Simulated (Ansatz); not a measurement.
This is a one-shot G0W0 calculation with the plane-wave code Ansatz on ZrSe2 in the CdI2 structure; the level of theory is G0W0@PBE with 229 empty bands, a screening cutoff of 120 eV and a 6×6×2 mesh. The geometry is the r2SCAN+rVV10 minimum.

input.yaml:
```yaml
crystal:
  lattice:
    - [3.7881123247, 0.0, 0.0]
    - [-1.8940561623, 3.2806015056, 0.0]
    - [0.0, 0.0, 6.1800627135]
  atoms:
    - { symbol: Zr, position: [0.0, 0.0, 0.0] }
    - { symbol: Se, position: [0.3333333333, 0.6666666667, 0.2538098215] }
    - { symbol: Se, position: [0.6666666667, 0.3333333333, 0.7461901785] }
kpoints:
  mp_grid: { grid: [6, 6, 2] }
hamiltonian:
  xc: pbe
scf:
  occupations: { method: fixed }
gw:
  n_empty_bands: 229
  ecut_chi: 120
  qp_bands: [v2, c2]
  qp_kpoints: band_edges
  screening: { model: contour_deformation }
```

Command: `ansatz run input.yaml --threads 2 --pin off --max-ram 2211MiB --backend cpu --events-out ev --progress --plain --runs-dir out`.

The output, standing remarks left out:
```
Pseudopotential: Zr, paw, valence charge 12, recommended cutoff 420 eV (normal)
Pseudopotential: Se, paw, valence charge 16, recommended cutoff 420 eV (normal)
Functional definition: PBE
Crystal: 3 atoms, lattice volume = 76.801 Å³
Basis set: ecut = 420 eV, 1521 PW (Γ)
Bands: 27, of which v1, the nominal top of the filled ones, is band 22 counted from 1 (21 counted from 0)
Symmetry: 12 space group operations
Space group: P-3m1 (ITA 164)
k-points: 14 of 72
SCF converged after 6 iterations
Free energy (F): -15126.017142 eV
Fermi energy:    8.843075 eV
--- Per-component energies (eV) ---
  E_band       = -892.816581
  E_kinetic    = 570.415404
  E_local      = -5837.278000
  E_nonlocal   = -1114.149810
  E_hartree    = 2758.602019
  E_xc         = -371.281294
  E_vxc        = -388.775284
  E_paw        = -6775.228840
  E_vpaw       = 359.764387
  E_ewald      = -4357.095454
--- Band table (eV; the first three rows and the last of 14) ---
  k-point 0: bands = […, 4.1051, 6.1593, 6.1593, 8.7960, 8.7960, 8.8431, 9.8747, 9.8747, 10.3252, 13.0637, …]
  k-point 1: bands = […, 5.2672, 6.2116, 6.2116, 6.7011, 8.6136, 8.6136, 9.8460, 9.8460, 10.7309, 13.4801, …]
  k-point 2: bands = […, 4.4772, 5.8418, 6.2854, 7.1205, 8.0838, 8.6413, 9.8416, 10.5946, 10.7423, 12.7161, …]
  k-point 13: bands = […, 5.1037, 5.1037, 5.4885, 6.4140, 6.8035, 6.8035, 10.6131, 10.9823, 10.9823, 13.6950, …]
--- G₀W₀: contour deformation, 8 samples at zero and on the imaginary axis and 1 off it, 72 q-points, 229 empty bands' worth ---
    ik  band        ε_KS         Σx   Σc(E_QP)       V_xc       Z   E_QP_lin       E_QP  E_QP is
     0    21      8.7960   -17.4757     1.2895   -15.7331  0.7400     8.3370     8.3429  root
     0    22      8.8431   -17.4880     1.4875   -15.5389  0.7330     8.3747     8.3816  root
     0    23      9.8747   -10.5979    -4.9688   -15.9494  0.7165    10.2627    10.2574  root
     0    24      9.8747   -10.5979    -4.9688   -15.9494  0.7165    10.2627    10.2574  root
     1    21      8.6136   -17.3664     1.3724   -15.5309  0.7376     8.1437     8.1505  root
     1    22      8.6136   -17.3664     1.3724   -15.5309  0.7376     8.1437     8.1505  root
     1    23      9.8460   -10.5226    -4.9602   -15.8602  0.7178    10.2288    10.2234  root
     1    24      9.8460   -10.5226    -4.9602   -15.8602  0.7178    10.2288    10.2234  root
     2    21      8.0838   -16.8236     1.1684   -15.2625  0.7295     7.6860     7.6910  root
     2    22      8.6413   -17.4854     1.5592   -15.4747  0.7295     8.1829     8.1898  root
     2    23      9.8416   -10.3402    -4.7730   -15.4320  0.7190    10.1638    10.1604  root
     2    24     10.5946   -11.0264    -5.0508   -16.3918  0.7001    10.9131    10.9091  root
     3    21      7.6130   -16.8115     1.8909   -14.4410  0.7132     7.1225     7.1334  root
     3    22      8.0042   -16.7504     1.2152   -15.1316  0.7283     7.5950     7.6006  root
     3    23      9.8345   -10.4026    -4.7220   -15.4368  0.7206    10.1501    10.1467  root
     3    24     10.6086   -11.0848    -5.0609   -16.4609  0.6994    10.9280    10.9239  root
     4    21      7.5045   -16.9040     1.8712   -14.5885  0.7102     7.0527     7.0602  root
     4    22      7.5415   -17.0749     1.7364   -14.8611  0.7202     7.0547     7.0642  root
     4    23      9.4873   -10.3104    -4.3934   -14.9667  0.7267     9.7525     9.7502  root
     4    24     11.1410   -10.7738    -5.8190   -16.9865  0.6836    11.5424    11.5347  root
     5    21      7.7005   -17.1404     1.9396   -14.7120  0.7151     7.2006     7.2118  root
     5    22      7.7287   -17.1840     1.6304   -15.0852  0.7248     7.2520     7.2603  root
     5    23      9.3863   -10.0006    -4.4205   -14.6803  0.7293     9.6474     9.6454  root
     5    24     11.2278   -10.9429    -5.8607   -17.1914  0.6797    11.6231    11.6155  root
     6    21      6.6438   -16.7981     2.4939   -13.7842  0.6858     6.1153     6.1239  root
     6    22      7.4744   -17.2603     1.9731   -14.7593  0.7193     6.9345     6.9465  root
     6    23      9.3377   -10.4120    -4.2331   -14.8898  0.7289     9.5842     9.5824  root
     6    24     11.3530   -10.9891    -6.2283   -17.6756  0.6770    11.8223    11.8112  root
     7    21      7.8158   -17.5081     1.8276   -15.1640  0.7277     7.2891     7.2993  root
     7    22      7.8493   -17.4545     1.8923   -15.0604  0.7207     7.3372     7.3474  root
     7    23      9.1330    -9.8913    -4.3174   -14.4660  0.7316     9.3921     9.3903  root
     7    24     11.3484   -11.0229    -6.1884   -17.6715  0.6785    11.8197    11.8087  root
     9    21      6.9773   -16.6530     1.6954   -14.5644  0.7060     6.5780     6.5841  root
     9    22      7.7984   -17.2358     1.9932   -14.7400  0.7175     7.2844     7.2959  root
     9    23     10.2668   -10.3882    -5.2020   -15.9294  0.7042    10.6108    10.6059  root
     9    24     10.4521   -10.5634    -4.6652   -15.4711  0.7133    10.6968    10.6946  root
  […]
```

The rows of the band table are 0: (0, 0, 0) = Γ, 1: (0, 0, -1/2) = A, 2: (0, 1/6, 0), 13: (1/3, 1/3, -1/2) = H.

The points are ik 0 = (0, 0, 0) (Γ), ik 1 = (0, 0, -1/2) (A), ik 2 = (0, 1/6, 0), ik 3 = (0, 1/6, -1/2), ik 4 = (0, 1/3, 0), ik 5 = (0, 1/3, -1/2), ik 6 = (0, -1/2, 0) (M), ik 7 = (0, -1/2, -1/2) (L), ik 9 = (1/6, 1/6, -1/2), ik 13 = (1/3, 1/3, -1/2) (H); band 22 is the last filled one.

G0W0 moves the gap on the mesh from 0.29 eV (PBE) to 1.01 eV (Γ to L). Renormalisation factors Z lie between 0.68 and 0.74. G0W0 here is at a finite number of bands, screening cutoff and k mesh, not at the basis limit.

(Simulation; spin polarisation is off.)

Spin-orbit coupling is left out.

For so narrow a gap this mesh doesn't settle the screening, and the bands and cutoff are finite.
